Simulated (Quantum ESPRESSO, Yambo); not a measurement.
Planning a run of Quantum ESPRESSO 7.5 on ZnSe (Stilleite). The input:

```
&control
  calculation = 'nscf'
  prefix = 'x'
  outdir = 'o'
  pseudo_dir = 'pseudo'
/
&system
  ibrav = 0
  nat = 2
  ntyp = 2
  ecutwfc = 104.0
  nbnd = 241
  force_symmorphic = .true.
/
&electrons
  conv_thr = 1e-9
  electron_maxstep = 80
  diago_full_acc = .true.
  diago_thr_init = 5e-6
/
ATOMIC_SPECIES
  Zn 65.38 Zn.upf
  Se 78.971 Se.upf
CELL_PARAMETERS angstrom
  -0.0000000000 2.8338000000 2.8338000000
  2.8338000000 -0.0000000000 2.8338000000
  2.8338000000 2.8338000000 0.0000000000
ATOMIC_POSITIONS crystal
  Zn 0.0000000000 0.0000000000 0.0000000000
  Se 0.2500000000 0.2500000000 0.2500000000
K_POINTS automatic
  6 6 6 0 0 0
```

```sh
OMP_NUM_THREADS=1 mpirun -n 8 pw.x -nk 4 -in pw.in > pw.out
```

**Question.** Estimate wall time and host memory on 8 MPI ranks of Arm Neoverse V1, shared host.

It took 34 s; on shared hardware allow 17 s to 69 s. Peak host memory was 0.87 GiB.

[Paths, hosts, dates, memory and timing lines, banners, echoed tables and standing remarks are left out of the program output.]

[Logs are printed without paths, hosts, clocks, repeated set-up lines and the standing remarks that a program may print on its own settings, such as how far it seeks lower states.]

[Runs of the session that timed out or met a known fault of the program may be left out.]

[Hosts, paths, dates, database ids (printed as entryN), source tags and the programs' standing remarks are cut or masked in the printed files.]
